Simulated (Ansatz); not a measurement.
# BaS: band structure with revPBE

**The experiment to reproduce.**

From a printed reference work, monograph, original work of 1988, for a bulk crystal of BaS at 2 K: band gap 3.806 eV (indirect).

The system is BaS.

```
CELL_PARAMETERS angstrom
0.00000 3.19375 3.19375
3.19375 0.00000 3.19375
3.19375 3.19375 0.00000
ATOMIC_POSITIONS crystal
Ba 0.00000 0.00000 0.00000
S 0.50000 0.50000 0.50000
```

```
Program                             : Ansatz 0.2.0
Task                                : band structure
Functional                          : revPBE
Potentials or basis                 : Ansatz PAW
Cutoff                              : 420 eV (not typed: the program's choice for these potentials)
k mesh                              : 7 × 7 × 7
Occupations                         : fermi-dirac, width 0.05 eV
Spin                                : no spin polarisation
Path                                : [["G", "X", "W", "K", "G", "L", "U", "W", "L", "K"], ["U", "X"]]
Points for each segment of the path : 14
```

```yaml
Pressure: 2.0 GPa
Band_gap_on_the_k_mesh: 2.37 eV, indirect (least direct gap 2.49 eV)
Band_gap_along_the_path: 2.32 eV, indirect (least direct gap 2.42 eV)
```

Levels at the corners of the path, in eV from the valence-band top:
```csv
point,band 4,band 5,band 6,band 7,band 8,band 9,band 10,band 11,band 12,band 13
Γ,-11.04,-10.28,0.00,0.00,0.00,3.86,4.04,4.04,4.04,4.92
X,-11.22,-10.19,-0.43,-0.10,-0.10,2.32,6.03,6.20,7.63,7.63
W,-11.37,-9.65,-1.04,-0.41,-0.41,4.39,4.39,6.40,6.97,7.66
K,-11.17,-9.69,-0.86,-0.55,-0.45,3.44,6.01,6.71,6.80,7.28
Γ,-11.04,-10.28,0.00,0.00,0.00,3.86,4.04,4.04,4.04,4.92
L,-11.07,-9.05,-1.81,-1.00,-1.00,5.68,5.72,6.47,6.47,7.91
U,-11.17,-9.69,-0.86,-0.55,-0.45,3.44,6.01,6.71,6.80,7.28
W,-11.37,-9.65,-1.04,-0.41,-0.41,4.39,4.39,6.40,6.97,7.66
L,-11.07,-9.05,-1.81,-1.00,-1.00,5.68,5.72,6.47,6.47,7.91
K,-11.17,-9.69,-0.86,-0.55,-0.45,3.44,6.01,6.71,6.80,7.28
U,-11.17,-9.69,-0.86,-0.55,-0.45,3.44,6.01,6.71,6.80,7.28
X,-11.22,-10.19,-0.43,-0.10,-0.10,2.32,6.03,6.20,7.63,7.63
```

Run time: 1.1 s on 2 threads of Intel(R) Xeon(R) 6975P-C (Granite Rapids), with other jobs on the host, peak memory 0.38 GiB.

A measured gap of BaS is 3.806 eV (indirect; 2 K; a printed reference work, monograph, original work of 1988); the calculated 2.32 eV misses it by -1.49 eV. Spin-orbit coupling on Ba is left out. The value is that of revPBE, without temperature or zero-point motion. Semilocal functionals fall short of measured gaps as a rule.

Caveat: the k mesh misses the band edges, so the gap on the mesh is wider than the one along the path; spin-orbit coupling is left out, which moves the levels of the heavy elements; the PAW data sets come from PBE, with cores solved anew for the run's functional, which leaves a small shift of forces and pressure.
